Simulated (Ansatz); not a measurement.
Input and command of a plane-wave DFT calculation in Ansatz:

```yaml
crystal:
  lattice:
    - [0.0, -4.0288719406, 0.0]
    - [0.0, 0.0, -4.0288719406]
    - [12.0866158219, -0.4028871941, 0.0]
  atoms:
    - { symbol: Ba, position: [0.4083333333, 0.5, 0.9166666667] }
    - { symbol: Ba, position: [0.475, 0.5, 0.25] }
    - { symbol: Ba, position: [0.4416666667, 0.5, 0.5833333333] }
    - { symbol: Ti, position: [-0.075, 1.0, 0.75] }
    - { symbol: Ti, position: [-0.0083333333, 1.0, 0.0833333333] }
    - { symbol: Ti, position: [-0.0416666667, 1.0, 0.4166666667] }
    - { symbol: O, position: [0.9083333333, 0.0, 0.9166666667] }
    - { symbol: O, position: [0.975, 0.0, 0.25] }
    - { symbol: O, position: [0.9416666667, 0.0, 0.5833333333] }
    - { symbol: O, position: [0.4916666667, 0.0, 0.0833333333] }
    - { symbol: O, position: [0.4583333333, 0.0, 0.4166666667] }
    - { symbol: O, position: [0.425, 0.0, 0.75] }
    - { symbol: O, position: [-0.0083333333, 0.5, 0.0833333333] }
    - { symbol: O, position: [-0.0416666667, 0.5, 0.4166666667] }
    - { symbol: O, position: [-0.075, 0.5, 0.75] }
basis:
  ecutwfc: 420
kpoints:
  mp_grid: { grid: [7, 7, 3] }
hamiltonian:
  xc: pbe
  hubbard: { sites: [{ species: Ti, l: d, u_eff: 4.0 }] }
scf:
  occupations: { method: gaussian, width: 0.05 }
output:
  forces: true
  stress: true
  eigenvalues: true
```

```bash
ansatz run input.yaml --threads 2 --pin off --max-ram 5120MiB --backend cpu --events-out ev --progress --plain --runs-dir out
```

Processor: Arm Neoverse V1, 2 threads, on a host shared with other jobs.

**Question.** Estimate time, memory and problem size.

**Answer.** About 72 s on 2 threads of Arm Neoverse V1, with other jobs on the host, peak memory 1.1 GiB. It solves 75 bands at 44 k points (the mesh reduced by symmetry) with about 3847 plane waves, in 12 SCF iterations.
